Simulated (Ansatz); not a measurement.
## Relaxation of V

Theory: DFT PBEsol, scalar-relativistic, plane waves, PAW (Ansatz). (420 eV cutoff, 12×12×8 k-mesh, Gaussian smearing of 0.10 eV, collinear spin)

What was changed: 6 of 6 Ti sites taken by V, cell and atoms relaxed.

The starting moments were lost, and the run ended without a moment.

Command:

```bash
ansatz run input.yaml --threads 1 --pin off --max-ram 2560MiB --backend cpu --events-out ev --progress --plain --runs-dir out
```

Input:

```yaml
crystal:
  lattice:
    - [2.2015508084, -3.8131978555, 0.0]
    - [-4.4031016167, 0.0, 0.0]
    - [0.0, 0.0, -4.6932662452]
  atoms:
    - { symbol: V, position: [0.0, 1.0, 0.5], spin: 2.0 }
    - { symbol: V, position: [0.0, 1.0, 0.0], spin: 2.0 }
    - { symbol: V, position: [0.3333333333, 0.6666666667, 0.25], spin: 2.0 }
    - { symbol: V, position: [0.3333333333, 0.6666666667, 0.75], spin: 2.0 }
    - { symbol: V, position: [0.6666666667, 0.3333333333, 0.25], spin: 2.0 }
    - { symbol: V, position: [0.6666666667, 0.3333333333, 0.75], spin: 2.0 }
basis:
  ecutwfc: 420
kpoints:
  mp_grid: { grid: [12, 12, 8] }
hamiltonian:
  xc: pbesol
scf:
  occupations: { method: gaussian, width: 0.1 }
output:
  forces: true
  stress: true
  eigenvalues: true
  populations: true
magnetization:
  spin_polarized: true
relax:
  adjacent_minimum: "off"
  f_tol: 0.015
  max_steps: 60
  cell: { stress_tol: 0.15 }
```

F is the free energy. Steps run on the plane waves of an earlier cell, but the last one, and at times one on the way, on a freshly chosen basis, so a repeated geometry can differ a little in energy.

Steps:

| step | F − F(1) (eV) | largest force component (eV/Å) | V (Å³/atom) | P (GPa) |
| --- | --- | --- | --- | --- |
| 1 | 0.0000 | 0.000 | 13.133 | -0.18 |
| 2 | -0.0004 | 0.000 | 13.109 | 0.16 |
| 3 | -0.0005 | 0.000 | 13.113 | 0.10 |
| 4 | -0.0005 | 0.000 | 13.120 | 0.00 |
| 5 | -0.0005 | 0.000 | 13.120 | 0.00 |

Relaxed structure:

```yaml
crystal:
  lattice:
    - [2.19844, -3.80781, 0.00000]
    - [-4.39688, 0.00000, 0.00000]
    - [0.00000, 0.00000, -4.70179]
  atoms:
    - { symbol: V, position: [0.00000, 0.00000, 0.50000] }
    - { symbol: V, position: [0.00000, 0.00000, 0.00000] }
    - { symbol: V, position: [0.33333, 0.66667, 0.25000] }
    - { symbol: V, position: [0.33333, 0.66667, 0.75000] }
    - { symbol: V, position: [0.66667, 0.33333, 0.25000] }
    - { symbol: V, position: [0.66667, 0.33333, 0.75000] }
```

Symmetry: P6/mmm, No. 191, hexagonal system. Conventional cell: a = 4.397 Å, b = 4.397 Å, c = 2.351 Å, α = 90.00°, β = 90.00°, γ = 120.00°. V (site symmetry 6/mmm) has 2 V at 2.35 Å as nearest neighbours. Around V (site symmetry -6m2) lie 5 V at 2.35 to 2.54 Å.

The run converged. The run took 86 s on 1 thread of AMD EPYC 9R45 96-Core Processor (Zen 5), with other jobs on the host, peak memory 0.86 GiB.